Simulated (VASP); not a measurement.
Write the native input for VASP 6.6.1 that does the following.

- Task: relaxation of cell and atoms
- Functional: PBE
- Potentials or basis: VASP PAW PBE potentials, release 64 (Zr_sv, Se)
- Cutoff: 300 eV
- k mesh: 5 × 5 × 3
- Occupations: gaussian, width 0.03 eV
- Spin: no spin polarisation
- Further INCAR settings: ALGO = Normal; EDIFF = 1e-07; IBRION = 2; EDIFFG = -0.005; NSW = 90; ISIF = 3

The structure of ZrSe2 lies in POSCAR:

```
ZrSe2                                   
1.0
    3.8097797901     -0.0000000000      0.0000000000
   -1.9048898951      3.2993660811      0.0000000000
   -0.0000000000      0.0000000000      6.6410635503
  Zr              Se            
     1     2
Direct
     0.0000000000000000    0.0000000000000000    1.0000000000000000
     0.3333333332999970    0.6666666667000030    0.2376304311987149
     0.6666666667000030    0.3333333332999970    0.7623695688012851
```

These files were run (other wordings do the same):

INCAR

```
SYSTEM = ZrSe2
ALGO = Normal ; EDIFF = 1E-7
EDIFFG = -0.005 ; ENCUT = 300
GGA = PE ; IBRION = 2
ISIF = 3 ; ISMEAR = 0
LASPH = .TRUE. ; LCHARG = .FALSE.
LREAL = .FALSE. ; LWAVE = .FALSE.
NELM = 80 ; NSW = 90
PREC = Accurate ; SIGMA = 0.03
```

KPOINTS

```
k-points
0
G
  5 5 3
  0 0 0
```

Potentials or basis: VASP PAW PBE potentials, release 64 (Zr_sv, Se).

Command:

```sh
$ cat potpaw_PBE.64/Zr_sv/POTCAR potpaw_PBE.64/Se/POTCAR > POTCAR
$ mpirun -np 1 vasp_std > vasp.out
```

It gave:

```yaml
Relaxed_volume: 27.81 Å³/atom
Relaxed_cell: a = 3.810 Å, b = 3.810 Å, c = 6.636 Å, α = 90.00°, β = 90.00°, γ = 120.00°
Space_group_after_relaxing_to_0.05_Å: P-3m1 (No. 164)
Energy_gained_by_relaxing: 0.0 meV/atom
Ionic_steps: 4
Pressure_after_relaxing: 0.0 GPa
Largest_force_after_relaxing: 0.005 eV/Å
Band_gap_on_the_k_mesh: 0.48 eV, indirect (least direct gap 1.09 eV)
```

Caveat: an odd mesh through Γ misses points on the zone boundary, where band edges often lie; this functional lacks dispersion, which binds the layers, so the pressure and a relaxed spacing across them are unreliable.

Run time: 19 s on 1 thread of Intel(R) Xeon(R) Platinum 8488C (Sapphire Rapids) (shared host), peak memory 0.15 GiB.
